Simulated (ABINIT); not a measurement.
Crystal: PbSe (Clausthalite).

```
CELL_PARAMETERS angstrom
0.00000 3.06065 3.06065
3.06065 0.00000 3.06065
3.06065 3.06065 0.00000
ATOMIC_POSITIONS crystal
Pb 0.00000 0.00000 0.00000
Se 0.50000 0.50000 0.50000
```

Base run:

| Quantity | Value |
| --- | --- |
| Program | ABINIT 10.8.3 (patched build) |
| Functional | PBEsol |
| Potentials or basis | JTH PAW PBE v2.0 |
| Cutoff | 463 eV |
| k mesh | 8 × 8 × 8 |
| Occupations | fermi-dirac, width 0.05 eV |
| Spin | no spin polarisation |

Its results: band gap on the k mesh 0.20 eV, direct.

Question: After a change of settings the same cell gave: band gap on the k mesh 0.29 eV, direct. Which change was it?
A. functional from PBEsol to HCTH407
B. functional from PBEsol to HLE16
C. functional from PBEsol to PW91

Answer: C.

Caveats: spin-orbit coupling is left out, which as a rule narrows the gap of such compounds by several tenths of an eV.
